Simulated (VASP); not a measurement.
# PbO (P6_3/mmc) in VASP: a series of runs

One crystal, PbO, is run at these levels: PBE, r2SCAN; tasks: single point.

All numbers are computed with VASP 6.6.1; they aren't measurements. Logs are shortened: lines on timing, memory, paths and dates and some standing lists are left out, and cuts for length are marked.

## (1) The structure

The structure is hexagonal, space group P6_3/mmc (No. 194). The conventional cell has a = 3.566 Å, b = 3.566 Å, c = 6.470 Å, α = 90.00°, β = 90.00°, γ = 120.00°. Pb (site symmetry -3m) has 6 O at 2.62 Å as nearest neighbours. Around O (site symmetry -6m2) lie 6 Pb at 2.62 Å.

The cell was built by a generator and needn't be a form met in nature.

## (2) Single point, PBE

INCAR

```
  PREC = Accurate
  ENCUT = 520
  EDIFF = 1E-6
  ISMEAR = -1
  SIGMA = 0.02
  LREAL = False
  LASPH = True
  NELM = 100
  ALGO = Normal
  ISIF = 2
  LWAVE = False
  LCHARG = False
  GGA = PE
  NBANDS = 28
```

KPOINTS

```
regular mesh
0
Gamma
  6 6 4
```

POSCAR

```
PbO
1.0
    3.5664584755      0.0000000000      0.0000000000
   -1.7832292377      3.0886436413      0.0000000000
    0.0000000000      0.0000000000      6.4701096425
Pb O
2 2
Direct
    0.0000000000      0.0000000000      0.0000000000
    0.0000000000      0.0000000000      0.5000000000
    0.3333333333      0.6666666667      0.2500000000
    0.6666666667      0.3333333333      0.7500000000
```

Potentials or basis: VASP PAW PBE potentials, release 64 (Pb_d, O).

Command:

```sh
cat potpaw_PBE.64/Pb_d/POTCAR potpaw_PBE.64/O/POTCAR > POTCAR
mpirun -np 1 vasp_std > vasp.out
```

OUTCAR:

```text
PREC = Accurate
   ENCUT = 520
   EDIFF = 1E-6
   ISMEAR = -1
   LREAL = False
   LASPH = True
   NELM = 100
   ISIF = 2
   GGA = PE

 ion  position               nearest neighbor table
   1  0.000  0.000  0.000-   3 2.62   4 2.62   3 2.62   4 2.62   4 2.62   3 2.62   2 3.24   2 3.24

   2  0.000  0.000  0.500-   3 2.62   4 2.62   3 2.62   4 2.62   4 2.62   3 2.62   1 3.24   1 3.24

   3  0.333  0.667  0.250-   1 2.62   2 2.62   1 2.62   2 2.62   1 2.62   2 2.62
   4  0.667  0.333  0.750-   1 2.62   2 2.62   1 2.62   2 2.62   1 2.62   2 2.62

  LATTYP: Found a hexagonal cell.
 ALAT       =     3.5664584755
 C/A-ratio  =     1.8141553272

  Lattice vectors:

 A1 = (   3.5664584755,   0.0000000000,   0.0000000000)
 A2 = (  -1.7832292377,   3.0886436413,   0.0000000000)
 A3 = (   0.0000000000,   0.0000000000,   6.4701096425)

Analysis of symmetry for initial positions (statically):
=====================================================================
 Subroutine PRICEL returns:
 Original cell was already a primitive cell.

 Routine SETGRP: Setting up the symmetry group for a
 hexagonal supercell.

 Subroutine GETGRP returns: Found 24 space group operations
 (whereof 12 operations were pure point group operations)
 out of a pool of 24 trial point group operations.

The static configuration has the point symmetry D_3d.
 The point group associated with its full space group is D_6h.

Analysis of symmetry for dynamics (positions and initial velocities):
=====================================================================
 Subroutine PRICEL returns:
 Original cell was already a primitive cell.

 Routine SETGRP: Setting up the symmetry group for a
 hexagonal supercell.

 Subroutine GETGRP returns: Found 24 space group operations
 (whereof 12 operations were pure point group operations)
 out of a pool of 24 trial point group operations.

The dynamic configuration has the point symmetry D_3d.
 The point group associated with its full space group is D_6h.

 Subroutine INISYM returns: Found 24 space group operations
 (whereof 12 operations are pure point group operations),
 and found     1 'primitive' translations

----------------------------------------------------------------------------------------

                                     Primitive cell

  volume of cell :      71.2716

  direct lattice vectors                    reciprocal lattice vectors
     3.566458476  0.000000000  0.000000000     0.280390199  0.161883357  0.000000000
    -1.783229238  3.088643641  0.000000000     0.000000000  0.323766713  0.000000000
     0.000000000  0.000000000  6.470109642     0.000000000  0.000000000  0.154556886

  length of vectors
     3.566458476  3.566458475  6.470109642     0.323766713  0.323766713  0.154556886

  position of ions in fractional coordinates (direct lattice)
     0.000000000  0.000000000  0.000000000
     0.000000000  0.000000000  0.500000000
     0.333333333  0.666666667  0.250000000
     0.666666667  0.333333333  0.750000000

  ion indices of the primitive-cell ions
   primitive index   ion index
                 1           1
                 2           2
                 3           3
                 4           4

----------------------------------------------------------------------------------------

 KPOINTS: regular mesh

Automatic generation of k-mesh.
 Grid dimensions read from file:
 generate k-points for:    6    6    4

 Generating k-lattice:

  Cartesian coordinates                     Fractional coordinates (reciprocal lattice)
     0.046731700  0.026980559  0.000000000     0.166666667  0.000000000  0.000000000
     0.000000000  0.053961119  0.000000000     0.000000000  0.166666667  0.000000000
     0.000000000  0.000000000  0.038639222     0.000000000  0.000000000  0.250000000

  Length of vectors
     0.053961119  0.053961119  0.038639222

  Shift w.r.t. Gamma in fractional coordinates (k-lattice)
     0.000000000  0.000000000  0.000000000

 Subroutine IBZKPT returns following result:
 ===========================================

 Found     21 irreducible k-points:

 Following reciprocal coordinates:
            Coordinates               Weight
  0.000000  0.000000  0.000000      1.000000
  0.166667  0.000000  0.000000      6.000000
  0.333333  0.000000  0.000000      6.000000
  0.500000  0.000000  0.000000      3.000000
  0.166667  0.166667  0.000000      6.000000
  0.333333  0.166667  0.000000     12.000000
[... 13 lines left out ...]
  0.333333  0.166667  0.500000     12.000000
  0.333333  0.333333  0.500000      2.000000
   k-points           NKPTS =     21   k-points in BZ     NKDIM =     21   number of bands    NBANDS=     28
   number of dos      NEDOS =    301   number of ions     NIONS =      4
   total plane-waves  NPLWV =  37632
   dimension x,y,z NGX =    28 NGY =   28 NGZ =   48
   dimension x,y,z NGXF=    56 NGYF=   56 NGZF=   96
   ions per type =               2   2
   NGX,Y,Z   is equivalent  to a cutoff of  13.05, 13.05, 12.33 a.u.
   NGXF,Y,Z  is equivalent  to a cutoff of  26.10, 26.10, 24.67 a.u.
 SYSTEM =  unknown system
   PREC   = accura    normal or accurate (medium, high low for compatibility)
   ISTART =      0    job   : 0-new  1-cont  2-samecut
   ICHARG =      2    charge: 1-file 2-atom 10-const
   ISPIN  =      1    spin polarized calculation?
   LNONCOLLINEAR =      F non collinear calculations
   LSORBIT =      F    spin-orbit coupling
   LASPH  =      T    aspherical Exc in radial PAW
   ENCUT  =  520.0 eV  38.22 Ry    6.18 a.u.   6.63  6.63 12.03*2*pi/ulx,y,z
   NELM   =    100;   NELMIN=  2; NELMDL= -5     # of ELM steps
   EDIFF  = 0.1E-05   stopping-criterion for ELM
   LREAL  =      F    real-space projection
   EDIFFG = 0.1E-04   stopping-criterion for IOM
   NSW    =      0    number of steps for IOM
   IBRION =     -1    ionic relax: 0-MD 1-quasi-New 2-CG
   NFREE  =      0    steps in history (QN), initial steepest desc. (CG)
   ISIF   =      2    stress and relaxation
   ISYM   =      2    0-nonsym 1-usesym 2-fastsym
   POTIM  = 0.5000    time-step for ionic-motion
   TEBEG  =    0.0;   TEEND  =   0.0 temperature during run
   PSTRESS=    0.0 pullay stress
   NELECT =      40.0000    total number of electrons
   NUPDOWN=      -1.0000    fix difference up-down
   EMIN   =  10.00;   EMAX   =-10.00  energy-range for DOS
   EFERMI =   0.00;   METHOD = LEGACY
   ISMEAR =    -1;   SIGMA  =   0.02  broadening in eV -4-tet -1-fermi 0-gaus
   EFERMI_NEDOS =   21; number of points for ismear=-14 and -15
   IALGO  =     38    algorithm
   IMIX   =      4    mixing-type and parameters
     AMIX     =   0.40;   BMIX     =  1.00
     AMIX_MAG =   1.60;   BMIX_MAG =  1.00
  volume/ion in A,a.u.               =      17.82       120.24
  Fermi-wavevector in a.u.,A,eV,Ry     =   1.350380  2.551848 24.810575  1.823526
  Thomas-Fermi vector in A             =   2.477889
   LORBIT       =      0    0 simple, 1 ext, 2 COOP (PROOUT), +10 PAW based schemes
   GGA     = PE    functional components
   LHFCALC =     F    Hartree Fock is set to
   AEXX    =    0.0000 exact exchange contribution
   IVDW    =     0    specifies the selected vdW correction
   LEPSILON=     F    determine dielectric tensor
   LRPA    =     F    only Hartree local field effects (RPA)
 non-spin polarized calculation
  energy-cutoff  :      520.00
  volume of cell :       71.27
 maximum number of plane-waves:      1950
 NGX is ok and might be reduce to    28
   NGX = 13   NGY = 13   NGZ = 25

 number of electron      39.9999997 magnetization

 Free energy of the ion-electron system (eV)
  ---------------------------------------------------
  ext. energy  EPLUGINS =         0.00000000
  ---------------------------------------------------
  free energy    TOTEN  =       -20.40224961 eV

  energy without entropy =      -20.40163263  energy(sigma->0) =      -20.40194112

 E-fermi :   6.5613     XC(G=0): -10.6190

 val. band max:        6.5456695404   @ k =   0.5000   0.0000   0.0000
 cond. band min:       6.7018992261   @ k =   0.3333   0.3333   0.0000
 fundamental gap:      0.1562296857
 Fermi energy:         6.5612723717

 k-point     1 :       0.0000    0.0000    0.0000
  band No.  band energies     occupation
      1     -11.1683      2.00000
      2     -10.5688      2.00000
      3     -10.2771      2.00000
      4     -10.0472      2.00000
      5     -10.0472      2.00000
      6     -10.0101      2.00000
[... 20 lines left out ...]
     27      16.1858      0.00000
     28      17.2052      0.00000

 k-point     2 :       0.1667    0.0000    0.0000
  band No.  band energies     occupation
      1     -11.0467      2.00000
      2     -10.8622      2.00000
      3     -10.2516      2.00000
      4     -10.0360      2.00000
      5     -10.0261      2.00000
      6      -9.9924      2.00000
[... 20 lines left out ...]
     27      15.3355      0.00000
     28      17.0290      0.00000

 k-point     3 :       0.3333    0.0000    0.0000
  band No.  band energies     occupation
      1     -11.2412      2.00000
      2     -10.6660      2.00000
      3     -10.2247      2.00000
      4     -10.0687      2.00000
      5     -10.0551      2.00000
      6      -9.9896      2.00000
[... 20 lines left out ...]
     27      14.8561      0.00000
     28      17.8254      0.00000

 k-point     4 :       0.5000    0.0000    0.0000
  band No.  band energies     occupation
      1     -11.3567      2.00000
      2     -10.4644      2.00000
      3     -10.2341      2.00000
      4     -10.0921      2.00000
      5     -10.0728      2.00000
      6     -10.0009      2.00000
[... 20 lines left out ...]
     27      15.2354      0.00000
     28      17.4701      0.00000

 k-point     5 :       0.1667    0.1667    0.0000
  band No.  band energies     occupation
      1     -11.1015      2.00000
      2     -10.8782      2.00000
      3     -10.2336      2.00000
      4     -10.0482      2.00000
      5     -10.0254      2.00000
      6      -9.9629      2.00000
[... 20 lines left out ...]
     27      15.1082      0.00000
     28      17.6652      0.00000

 k-point     6 :       0.3333    0.1667    0.0000
  band No.  band energies     occupation
      1     -11.2511      2.00000
      2     -10.7705      2.00000
      3     -10.2179      2.00000
      4     -10.0493      2.00000
      5     -10.0320      2.00000
      6      -9.9352      2.00000
[... 370 lines left out ...]
      5      -9.9236      2.00000
      6      -9.9236      2.00000
[... 20 lines left out ...]
     27      14.9595      0.00000
     28      14.9595      0.00000

 k-point    19 :       0.1667    0.1667    0.5000
  band No.  band energies     occupation
      1     -10.9905      2.00000
      2     -10.9905      2.00000
      3     -10.0224      2.00000
      4     -10.0224      2.00000
      5     -10.0158      2.00000
      6     -10.0158      2.00000
[... 20 lines left out ...]
     27      16.6885      0.00000
     28      16.6885      0.00000

 k-point    20 :       0.3333    0.1667    0.5000
  band No.  band energies     occupation
      1     -11.0412      2.00000
      2     -11.0412      2.00000
      3     -10.0389      2.00000
      4     -10.0389      2.00000
      5      -9.9502      2.00000
      6      -9.9502      2.00000
[... 20 lines left out ...]
     27      16.4216      0.00000
     28      16.4216      0.00000

 k-point    21 :       0.3333    0.3333    0.5000
  band No.  band energies     occupation
      1     -11.0449      2.00000
      2     -11.0449      2.00000
      3      -9.9718      2.00000
      4      -9.9718      2.00000
      5      -9.9436      2.00000
      6      -9.9436      2.00000
[... 20 lines left out ...]
     27      17.6941      0.00000
     28      17.6941      0.00000

------------------------ aborting loop because EDIFF is reached ----------------------------------------

  FORCE on cell =-STRESS in cart. coord.  units (eV):
  Direction    XX          YY          ZZ          XY          YZ          ZX
  --------------------------------------------------------------------------------------
  -------------------------------------------------------------------------------------
  Total        1.1222944      1.1222944      1.2175471      0.0000000     -0.0000000      0.0000000
  in kB       25.2290421     25.2290421     27.3703110      0.0000000     -0.0000000      0.0000000
  external PRESSURE =      25.9427984 kB  Pullay stress =       0.0000000 kB

 VOLUME and BASIS-vectors are now :
 -----------------------------------------------------------------------------
  energy-cutoff  :      520.00
  volume of cell :       71.27
      direct lattice vectors                 reciprocal lattice vectors
     3.566458476  0.000000000  0.000000000     0.280390199  0.161883357  0.000000000
    -1.783229238  3.088643641  0.000000000     0.000000000  0.323766713  0.000000000
     0.000000000  0.000000000  6.470109642     0.000000000  0.000000000  0.154556886

 POSITION                                       TOTAL-FORCE (eV/Angst)
 -----------------------------------------------------------------------------------
      0.00000      0.00000      0.00000        -0.000000      0.000000      0.000000
      0.00000      0.00000      3.23505        -0.000000      0.000000      0.000000
     -0.00000      2.05910      1.61753         0.000000     -0.000000      0.000000
      1.78323      1.02955      4.85258         0.000000      0.000000     -0.000000
 -----------------------------------------------------------------------------------
    total drift:                                0.000000     -0.000000      0.000000

  FREE ENERGIE OF THE ION-ELECTRON SYSTEM (eV)
  ---------------------------------------------------
  free  energy   TOTEN  =       -20.4022496069 eV

  energy  without entropy=      -20.4016326254  energy(sigma->0) =      -20.40194112
```

Wall time 30 s (1 thread of Intel Xeon Platinum 8488C (Sapphire Rapids), shared host); peak memory 0.19 GiB.

Results:

- Free energy: -20.4022 eV
- Pressure: 2.6 GPa
- Band gap on the k mesh: none (metal or under the smearing width)

## (3) Single point, r2SCAN

POSCAR is that of step 2.

INCAR.step1

```
SYSTEM = PbO
PREC = Accurate
ENCUT = 520
ISMEAR = -1
SIGMA = 0.02
LREAL = .False.
LASPH = .True.
NELM = 100
NBANDS = 28
GGA = PE
ALGO = Normal
EDIFF = 1E-4
LWAVE = .True.
LCHARG = .False.
```

INCAR.step2

```
SYSTEM = PbO
PREC = Accurate
ENCUT = 520
EDIFF = 1E-7
ISMEAR = -1
SIGMA = 0.02
LREAL = .False.
LASPH = .True.
NELM = 100
ALGO = Normal
ISIF = 2
LWAVE = .False.
LCHARG = .False.
METAGGA = R2SCAN
LMIXTAU = .True.
NBANDS = 28
ISTART = 1
```

KPOINTS

```
Automatic mesh
0
Gamma
  6 6 4
  0 0 0
```

Potentials or basis: VASP PAW PBE potentials, release 64 (Pb_d, O).

Command:

```sh
cat potpaw_PBE.64/Pb_d/POTCAR potpaw_PBE.64/O/POTCAR > POTCAR
cp INCAR.step1 INCAR
mpirun -np 1 vasp_std > vasp.out
cp INCAR.step2 INCAR
mpirun -np 1 vasp_std > vasp.out
```

Run time: 2.1 min. Hardware: 1 thread of Intel Xeon Platinum 8488C (Sapphire Rapids), shared host; peak memory 0.21 GiB.

Results (log left out):

```yaml
Free_energy: -128.2051 eV
Pressure: 0.2 GPa
Band_gap_on_the_k_mesh: 0.07 eV, indirect (least direct gap 0.37 eV)
```

Stress tensor (GPa, compression positive):
```
0.23 0.00 0.00
0.00 0.23 0.00
0.00 0.00 0.01
```

Levels at points of the mesh, in eV from the valence-band top:
```tsv
k point	band 17	band 18	band 19	band 20	band 21	band 22	band 23	band 24
(0.00, 0.00, 0.00)	-2.52	-2.12	-2.12	0.00	0.37	6.54	6.54	8.08
(0.50, 0.00, 0.00)	-3.40	-2.23	-1.82	-0.67	0.07	3.17	4.06	5.10
(0.00, 0.00, 0.50)	-2.31	-2.31	-2.02	-2.02	3.77	3.77	7.15	7.15
(0.50, 0.00, 0.50)	-2.86	-2.86	-2.41	-2.41	2.51	2.51	5.05	5.05
```

Caveat: the PAW data sets were made with another functional, which shifts forces and pressure a little; spin-orbit coupling is left out, which as a rule narrows the gap of such compounds by several tenths of an eV. A k mesh can miss the band edges.
